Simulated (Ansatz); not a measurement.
Input:

GeO2 (space group P3_221)

```cif
data_Ge3O6
_chemical_formula_sum 'Ge3 O6'
_space_group_name_H-M_alt 'P3221'
_space_group_IT_number 154
_space_group_name_Hall 'P 32 2"'
_cell_length_a 5.09236
_cell_length_b 5.09236
_cell_length_c 5.76836
_cell_angle_alpha 90.000
_cell_angle_beta 90.000
_cell_angle_gamma 120.000
loop_
_atom_site_label
_atom_site_type_symbol
_atom_site_symmetry_multiplicity
_atom_site_Wyckoff_symbol
_atom_site_fract_x
_atom_site_fract_y
_atom_site_fract_z
_atom_site_occupancy
Ge1 Ge 3 b 0.54438 0.54438 0.50000 1
O1 O 6 c 0.09912 0.70178 0.07522 1
```

The volume is varied about the relaxed value V₀ at fixed cell shape. The atoms relax within the cell's symmetry.

Computed with PBE (plane waves to 420 eV, PAW, scalar-relativistic; Ansatz, a program for electronic structure). k mesh 8×8×6 (Γ-centred), Fermi-Dirac smearing 0.05 eV. E stands for the smeared free energy. Compression counts positive. With the shape held, the modulus is that of even scaling; a crystal free to change shape is softer. GeO2 was relaxed with its symmetry unable to fall. The zero of ΔE is the relaxed starting cell.

The scan covers V/V₀ from 0.900 to 1.100 in 9 points.

Q: What pressure does the cell carry at V/V₀ = 0.900?

A: 4.95 GPa.

Q: What is ΔE at V/V₀ = 1.100?

A: 15.2 meV/atom.

Q: What is ΔE at V/V₀ = 0.900?

A: 20.5 meV/atom.

(A scan under strain: stresses follow from slopes of the energy per volume, elastic moduli from its curvatures.)
